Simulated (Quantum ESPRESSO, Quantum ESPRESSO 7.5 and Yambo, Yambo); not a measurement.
# Quasiparticle gap of TePb (Fm-3m) in Yambo

Aim: the G0W0 gap of TePb (Fm-3m) on PBE, step by step.

Method: PBE and many-body steps on it, plane waves, in Quantum ESPRESSO 7.5 and Yambo 5.3.0.

**Experimental background.**

- Gap 0.19 eV: direct gap at L; earlier experiment (Expt. column of Table 1); 4 K; bulk crystal (literature value) (quoted in “Electronic band structure of epitaxial PbTe (111) thin films observed by angle-resolved photoemission spectroscopy”, 2017, arxiv:1704.07516).

- Gap 0.32 eV: direct gap at L; earlier experiment (Expt. column of Table 1); 300 K; bulk crystal (literature value) (quoted in “Electronic band structure of epitaxial PbTe (111) thin films observed by angle-resolved photoemission spectroscopy”, 2017, arxiv:1704.07516).

- Gap 0.37 eV: thermally activated gap from Seebeck maximum; Seebeck coefficient maximum; bulk crystal (Bridgman-grown p-type crystal, maximum near 450-500 K) (“Site-Specific Contributions to the Band Inversion in a Topological Crystalline Insulator”, 2015, arxiv:1506.06328).

This is a report of a sequence of runs, with most program output left out.

## Step 1: Set-up

The structure is cubic, space group Fm-3m (No. 225). Conventional cell: a = 6.462 Å, b = 6.462 Å, c = 6.462 Å, α = 90.00°, β = 90.00°, γ = 90.00°. Nearest to Te lie 6 Pb at 3.23 Å. Pb has 6 Te at 3.23 Å nearest. Farther neighbours and most contacts between anions are not listed.

The cell and positions come from the Crystallography Open Database and are kept as given unless a step says otherwise. Spin-orbit coupling is left out unless a step names it.

## Step 2: Ground state

This step: Quantum ESPRESSO 7.5; DFT, PBE, plane waves, norm-conserving pseudopotentials.

The ground-state density comes first.

Input file pw.in:

```
&control
  calculation = 'scf'
  prefix = 'x'
  outdir = 'o'
  pseudo_dir = 'pseudo'
/
&system
  ibrav = 0
  nat = 2
  ntyp = 2
  ecutwfc = 88.0
  nbnd = 28
  force_symmorphic = .true.
/
&electrons
  conv_thr = 1e-10
  electron_maxstep = 80
  mixing_beta = 0.5
/
ATOMIC_SPECIES
  Te 127.6 Te.upf
  Pb 207.2 Pb.upf
CELL_PARAMETERS angstrom
  -0.0000000000 3.2310000000 3.2310000000
  3.2310000000 0.0000000000 3.2310000000
  3.2310000000 3.2310000000 0.0000000000
ATOMIC_POSITIONS crystal
  Te 0.5000000000 0.5000000000 0.5000000000
  Pb 0.0000000000 0.0000000000 0.0000000000
K_POINTS automatic
  6 6 6 0 0 0
```

On the command line:

```bash
$ OMP_NUM_THREADS=1 mpirun -n 4 pw.x -nk 4 -in pw.in > pw.out
```

The job ended after 18 s (4 MPI ranks of Arm Neoverse V1, shared host; peak memory 0.38 GiB).

This step gave:

| Property | Result |
| --- | --- |
| total energy | -13342.1043 eV |
| gap | 0.7378 eV |
| k of the valence top | 0, 0, -0.5 |
| k of the conduction bottom | 0, 0, -0.5 |
| least direct gap | 0.7378 eV |

The gap is direct, at (0.000, 0.000, -0.500).

## Step 3: Bands along the symmetry lines

The cheap functional maps the bands first; the places of the edges decide which points the dearer methods must see.

Input file pw.in:

```
&control
  calculation = 'bands'
  prefix = 'x'
  outdir = 'o'
  pseudo_dir = 'pseudo'
/
&system
  ibrav = 0
  nat = 2
  ntyp = 2
  ecutwfc = 88.0
  nbnd = 29
  force_symmorphic = .true.
/
&electrons
  conv_thr = 1e-9
  electron_maxstep = 80
  diago_full_acc = .true.
  diago_thr_init = 5e-6
/
ATOMIC_SPECIES
  Te 127.6 Te.upf
  Pb 207.2 Pb.upf
CELL_PARAMETERS angstrom
  -0.0000000000 3.2310000000 3.2310000000
  3.2310000000 0.0000000000 3.2310000000
  3.2310000000 3.2310000000 0.0000000000
ATOMIC_POSITIONS crystal
  Te 0.5000000000 0.5000000000 0.5000000000
  Pb 0.0000000000 0.0000000000 0.0000000000
K_POINTS crystal
  50
  0.00000000 0.00000000 0.00000000 1
  0.06250000 0.00000000 0.06250000 1
  0.12500000 0.00000000 0.12500000 1
  0.18750000 0.00000000 0.18750000 1
  0.25000000 0.00000000 0.25000000 1
  0.31250000 0.00000000 0.31250000 1
  0.37500000 0.00000000 0.37500000 1
  0.43750000 0.00000000 0.43750000 1
  0.50000000 0.00000000 0.50000000 1
  0.51562500 0.03125000 0.51562500 1
  0.53125000 0.06250000 0.53125000 1
  0.54687500 0.09375000 0.54687500 1
  0.56250000 0.12500000 0.56250000 1
  0.57812500 0.15625000 0.57812500 1
  0.59375000 0.18750000 0.59375000 1
  0.60937500 0.21875000 0.60937500 1
  0.62500000 0.25000000 0.62500000 1
  0.37500000 0.37500000 0.75000000 1
  0.32812500 0.32812500 0.65625000 1
  0.28125000 0.28125000 0.56250000 1
  0.23437500 0.23437500 0.46875000 1
  0.18750000 0.18750000 0.37500000 1
  0.14062500 0.14062500 0.28125000 1
  0.09375000 0.09375000 0.18750000 1
  0.04687500 0.04687500 0.09375000 1
  0.00000000 0.00000000 0.00000000 1
  0.06250000 0.06250000 0.06250000 1
  0.12500000 0.12500000 0.12500000 1
  0.18750000 0.18750000 0.18750000 1
  0.25000000 0.25000000 0.25000000 1
  0.31250000 0.31250000 0.31250000 1
  0.37500000 0.37500000 0.37500000 1
  0.43750000 0.43750000 0.43750000 1
  0.50000000 0.50000000 0.50000000 1
  0.50000000 0.46875000 0.53125000 1
  0.50000000 0.43750000 0.56250000 1
  0.50000000 0.40625000 0.59375000 1
  0.50000000 0.37500000 0.62500000 1
  0.50000000 0.34375000 0.65625000 1
  0.50000000 0.31250000 0.68750000 1
  0.50000000 0.28125000 0.71875000 1
  0.50000000 0.25000000 0.75000000 1
  0.50000000 0.21875000 0.71875000 1
  0.50000000 0.18750000 0.68750000 1
  0.50000000 0.15625000 0.65625000 1
  0.50000000 0.12500000 0.62500000 1
  0.50000000 0.09375000 0.59375000 1
  0.50000000 0.06250000 0.56250000 1
  0.50000000 0.03125000 0.53125000 1
  0.50000000 0.00000000 0.50000000 1
```

The job ended after 11 s (4 MPI ranks; peak memory 0.3 GiB; 45 s of CPU time).

This step gave:

```
gap                        : 0.7378 eV
k of the valence top       : 0.5, 0.5, 0.5
k of the conduction bottom : 0.5, 0.5, 0.5
least direct gap           : 0.7378 eV
```

The gap is 0.738 eV, as in the run before at this level.

The electronic bands at the labelled points (eV, zero at the top of the highest filled band):

```tsv
point	band 20	band 21	band 22	band 23	band 24	band 25	band 26	band 27
Γ	-5.60	-1.35	-1.35	-1.35	4.08	4.08	4.08	5.83
halfway	-6.85	-2.15	-2.15	-1.40	2.60	4.07	4.50	4.50
X	-7.29	-4.49	-2.80	-2.80	3.30	5.47	5.47	6.70
halfway	-7.52	-4.40	-2.67	-2.59	3.61	4.91	5.05	6.49
U	-7.96	-4.11	-2.30	-2.08	3.58	3.79	5.14	5.95
jump to K	-7.96	-4.11	-2.30	-2.08	3.58	3.79	5.14	5.95
halfway	-7.31	-2.46	-0.76	-0.14	1.34	1.64	4.24	6.13
Γ	-5.60	-1.35	-1.35	-1.35	4.08	4.08	4.08	5.83
halfway	-7.02	-1.18	-1.18	-0.65	2.13	2.46	2.46	5.97
L	-8.59	-0.89	-0.89	0.00	0.74	1.28	1.28	8.39
halfway	-8.32	-2.77	-2.56	-0.46	1.34	3.57	4.03	6.85
W	-7.98	-3.78	-3.78	-0.36	1.68	5.23	5.23	6.85
halfway	-7.66	-4.30	-3.13	-1.85	3.67	3.92	5.79	6.29
X	-7.29	-4.49	-2.80	-2.80	3.30	5.47	5.47	6.70
```

## Step 4: Empty states on the mesh, 4×4×4 mesh, 122 bands

The sums over transitions need many empty states on a uniform mesh; this step solves for them.

Input file pw.in:

```
&control
  calculation = 'nscf'
  prefix = 'x'
  outdir = 'o'
  pseudo_dir = 'pseudo'
/
&system
  ibrav = 0
  nat = 2
  ntyp = 2
  ecutwfc = 88.0
  nbnd = 122
  force_symmorphic = .true.
/
&electrons
  conv_thr = 1e-9
  electron_maxstep = 80
  diago_full_acc = .true.
  diago_thr_init = 5e-6
/
ATOMIC_SPECIES
  Te 127.6 Te.upf
  Pb 207.2 Pb.upf
CELL_PARAMETERS angstrom
  -0.0000000000 3.2310000000 3.2310000000
  3.2310000000 0.0000000000 3.2310000000
  3.2310000000 3.2310000000 0.0000000000
ATOMIC_POSITIONS crystal
  Te 0.5000000000 0.5000000000 0.5000000000
  Pb 0.0000000000 0.0000000000 0.0000000000
K_POINTS automatic
  4 4 4 0 0 0
```

The job ended after 19 s (4 MPI ranks; peak memory 0.5 GiB; 77 s of CPU time).

This step gave:

```yaml
gap: 0.7378 eV
k_of_the_valence_top: 0, 0, -0.5
k_of_the_conduction_bottom: 0, 0, -0.5
least_direct_gap: 0.7378 eV
k_points_computed: 8
lowest_point_of_the_top_converged_band_above_the_valence_top: 63.8425 eV
```

On this mesh the gap is 0.738 eV.

## Step 5: Conversion and set-up

This step: Yambo 5.3.0; conversion and set-up on PBE, plane waves, norm-conserving pseudopotentials.

The states are converted to the many-body program's format and the q mesh is built.

On the command line:

```bash
$ (cd o/x.save; p2y > p2y.log; mv SAVE ../..); yambo > setup.log
```

The job ended after 3.5 s (1 MPI rank; peak memory 0.26 GiB).

## Step 6: Screening and self-energy, 4×4×4 mesh, 122 bands, screening to 149.7 eV

G0W0 replaces the xc potential by the self-energy, built once from these orbitals. Only a window of levels is corrected, while the sums run over the empty bands that the input names.

This step: G0W0 on PBE, plane waves, norm-conserving pseudopotentials.

Input file gw1.in:

```
HF_and_locXC
gw0
dyson
ppa
em1d
rim_cut
RandQpts= 1000000
RandGvec= 1 RL
EXXRLvcs= 88 Ry
VXCRLvcs= 352 Ry
Chimod= "HARTREE"
% BndsRnXp
 1 | 122 |
%
NGsBlkXp= 11 Ry
% LongDrXp
 1 | 1 | 1 |
%
% GbndRnge
 1 | 122 |
%
DysSolver= "n"
ExtendOut
PPAPntXp= 27.21138 eV
% QPkrange
 3 | 3 | 22 | 25 |
 1 | 1 | 22 | 25 |
%
```

On the command line:

```bash
$ OMP_NUM_THREADS=1 mpirun -n 4 yambo -F gw1.in -J gw1 -C gw1 > gw1.log
```

The job ended after 3.4 min (4 MPI ranks; peak memory 2.3 GiB).

Numbers from this step:

- G0W0 gap on the points computed: 0.8679 eV
- starting gap on the mesh: 0.7378 eV
- k of the valence top: 0, 0, -0.5
- k of the conduction bottom: 0, 0, -0.5
- least direct G0W0 gap on the computed points: 0.8679 eV
- Z at the valence top: 0.7980
- Z at the conduction bottom: 0.8069

The gap on the mesh goes from 0.74 eV to 0.87 eV, a correction of +0.13 eV.

Limits: finite bands, cutoff and mesh; model gap, bands may invert with spin-orbit coupling; no spin-orbit coupling; coarse k mesh. v1 is the top filled band, c1 the lowest empty one. Levels before and after the correction, in eV, zero at the valence-band top of each column:

```tsv
	conduction bottom	valence top
Kohn-Sham	0.74	0.00
G0W0	0.87	0.00
```

```tsv
	level	energy (eV)
Kohn-Sham	(0 0 -0.5) v2	-0.888
Kohn-Sham	(0 0 -0.5) v1	0.000
Kohn-Sham	(0 0 -0.5) c1	0.738
Kohn-Sham	(0 0 -0.5) c2	1.276
G0W0	(0 0 -0.5) v2	-1.060
G0W0	(0 0 -0.5) v1	0.000
G0W0	(0 0 -0.5) c1	0.868
G0W0	(0 0 -0.5) c2	1.421
```

## Step 7: Where the time went

Times are wall times on the hardware named with each run, good to a factor of about two.

```tsv
step	time	share	memory (GiB)
ground state	18 s	7 %	0.38
bands along the symmetry lines	11 s	4 %	0.3
empty states on the mesh	19 s	7 %	0.5
conversion and set-up	3.5 s	1 %	0.26
screening and self-energy	3.4 min	80 %	2.3
```

## Step 8: What came out

- PBE gap: 0.74 eV, direct
- G0W0 gap on the mesh: 0.87 eV
- GW settings: 4×4×4 mesh, 122 bands, screening to 149.7 eV, Godby-Needs plasmon pole
- known limits: not at the basis limit; model gap, bands may invert with spin-orbit coupling; no spin-orbit coupling; coarse k mesh

G0W0 moves the gap on the mesh from 0.74 eV to 0.87 eV (+0.13 eV), with Z of 0.80 and 0.81 at the edges. Only 2 of the mesh's irreducible points were corrected, so a valley elsewhere could overtake. The dearest step here is «screening and self-energy». Against experiment, by G0W0@PBE: the direct gap of 0.87 eV lies +0.68 eV from the measured 0.19 eV (direct, 4 K, quoted 2017); the direct gap of 0.87 eV lies +0.55 eV from the measured 0.32 eV (direct, 300 K, quoted 2017); the gap of 0.87 eV lies +0.50 eV from the measured 0.37 eV (transport, 2015). An exciton line or allowed optical edge lies below the quasiparticle gap by the binding energy; a forbidden edge can push the onset above it. The calculation has static nuclei and no excitons; a measured gap holds zero-point and thermal motion, which in such lone-pair compounds can raise it as well as lower it. With atoms this heavy the missing spin-orbit coupling can matter too. Bands and cutoff are finite, so the gap is not at the basis limit. The miss can reach some tenths of an eV and take either sign; the mesh is an error of its own. In the G0W0 run levels were corrected at 2 k points alone, so a gap called «on the mesh» is the least over those, and an edge elsewhere would be missed. The 4×4×4 mesh is coarse for this cell, which bears on the long-range parts of exchange and screening. Where an edge is built on 6p states of lead, bismuth or thallium, scalar-relativistic gaps usually stand too wide, by a few tenths to over one eV. With atoms this heavy and so narrow a gap, spin-orbit coupling can invert the bands. These scalar-relativistic gaps are then model values, not to be set against experiment, and a spin-orbit change taken from DFT can't simply be added.

[Paths, hosts, dates, memory and timing lines, banners, echoed tables and standing remarks are left out of the program output.]

[Logs are printed without paths, hosts, clocks, repeated set-up lines and the standing remarks that a program may print on its own settings, such as how far it seeks lower states.]

[Runs of the session that timed out or met a known fault of the program may be left out.]

[Hosts, paths, dates, database ids (printed as entryN), source tags and the programs' standing remarks are cut or masked in the printed files.]
